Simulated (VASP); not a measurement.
Write the native input for VASP 6.6.1 that does the following.

```
Task                   : single point
Functional             : PBE
Potentials or basis    : VASP PAW PBE potentials, release 64 (B, N)
Cutoff                 : 520 eV
k mesh                 : 18 × 18 × 1
Occupations            : gaussian, width 0.05 eV
Spin                   : spin-orbit coupling, no magnetisation
Dipole correction      : yes
Further INCAR settings : ALGO = Normal; EDIFF = 1e-07
```

The structure of BN lies in POSCAR:

```
BN                                      
1.0
    2.5078278373     -0.0000000000     -0.0000000000
   -1.2539139186      2.1718426157     -0.0000000000
    0.0000000000      0.0000000000     27.7402165691
  B               N             
     4     4
Direct
     0.6666666667000030    0.3333333333999988    0.3202959566733614
     0.3333333332999970    0.6666666666000012    0.4401156667729118
     0.6666666667000030    0.3333333333999988    0.5598843332270883
     0.3333333332999970    0.6666666666000012    0.6797040433266385
     0.3333333332999970    0.6666666666000012    0.3202351311481220
     0.6666666667000030    0.3333333333999988    0.4401117933634616
     0.3333333332999970    0.6666666666000012    0.5598882066365385
     0.6666666667000030    0.3333333333999988    0.6797648688518778
```

The input as run:

INCAR

```
SYSTEM = BN
PREC = Accurate ; ENCUT = 520
EDIFF = 1E-7 ; ISMEAR = 0
SIGMA = 0.05 ; LREAL = .FALSE.
LASPH = .TRUE. ; NELM = 100
ALGO = Normal ; ISIF = 2
LWAVE = .FALSE. ; LCHARG = .FALSE.
LNONCOLLINEAR = .TRUE. ; MAGMOM = 0 0 0 0 0 0 0 0 0 0 0 0 0 0 0 0 0 0 0 0 0 0 0 0
LORBIT = 11 ; LSORBIT = .TRUE.
GGA_COMPAT = .FALSE. ; LDIPOL = .TRUE.
IDIPOL = 3 ; DIPOL = 0.5 0.5 0.500
GGA = PE ; LVHAR = .TRUE.
LVACPOTAV = .TRUE.
```

KPOINTS

```
regular mesh
0
G
  18 18 1
  0 0 0
```

Potentials or basis: VASP PAW PBE potentials, release 64 (B, N).

Run with:

```bash
$ cat potpaw_PBE.64/B/POTCAR potpaw_PBE.64/N/POTCAR > POTCAR
$ mpirun -np 1 vasp_ncl > vasp.out
```

Results of the run:

```yaml
Largest_force: 0.055 eV/Å
Valence_electrons_inside_the_program's_atomic_spheres: B 2.16; N 4.02
Work_function_of_the_upper_face: 5.58 eV
Work_function_of_the_lower_face: 5.58 eV
```

Run time: 17 min on 1 thread of Intel(R) Xeon(R) 6975P-C (Granite Rapids) (shared host), peak memory 0.82 GiB.
